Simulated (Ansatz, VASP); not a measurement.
## Ti: VASP beside Ansatz

The input INCAR:

```
SYSTEM = Ti
PREC = Accurate
ENCUT = 520
EDIFF = 1E-7
ISMEAR = -1
SIGMA = 0.05
LREAL = .False.
LASPH = .True.
NELM = 60
ALGO = Normal
ISIF = 2
LWAVE = .False.
LCHARG = .False.
GGA = PE
NBANDS = 12
```

File KPOINTS:

```
Automatic mesh
0
Gamma
  18 18 18
  0 0 0
```

POSCAR

```
Ti
1.0
   -1.6038447660      1.6038447660      1.6038447660
    1.6038447660     -1.6038447660      1.6038447660
    1.6038447660      1.6038447660     -1.6038447660
Ti
1
Direct
    0.0000000000      0.0000000000      0.0000000000
```

Input for Ansatz:

```yaml
crystal:
  lattice:
    - [-1.603844766, 1.603844766, 1.603844766]
    - [1.603844766, -1.603844766, 1.603844766]
    - [1.603844766, 1.603844766, -1.603844766]
  atoms:
    - { symbol: Ti, position: [0.0, 0.0, 0.0] }
kpoints:
  mp_grid: { grid: [18, 18, 18] }
scf:
  occupations: { method: fermi_dirac, width: 0.05 }
hamiltonian:
  xc: pbe
  pseudopotentials: { kind: all_electron, lapw: { basis_error: 0.001 } }
output:
  forces: true
  stress: true
  eigenvalues: true
```

Change from the starting cell: functional pbe, volume scaled by 0.96.

Alike in both runs: task single point; functional PBE; k mesh 18 × 18 × 18; occupations fermi-dirac, width 0.05 eV; no spin polarisation.

```csv
,VASP,Ansatz
version,VASP 6.6.1,Ansatz 0.2.0
potentials or method,"VASP PAW PBE potentials, release 64 (Ti_sv)","all-electron LAPW, scalar-relativistic"
plane-wave cutoff (eV),520,see its input
```

Ansatz gave:

- pressure (GPa): 5.1

Q: Estimate VASP's values.

A: Pressure (GPa): 4.8.

Ansatz ran all-electron here, so the differences hold the error of VASP's frozen core and of both bases.
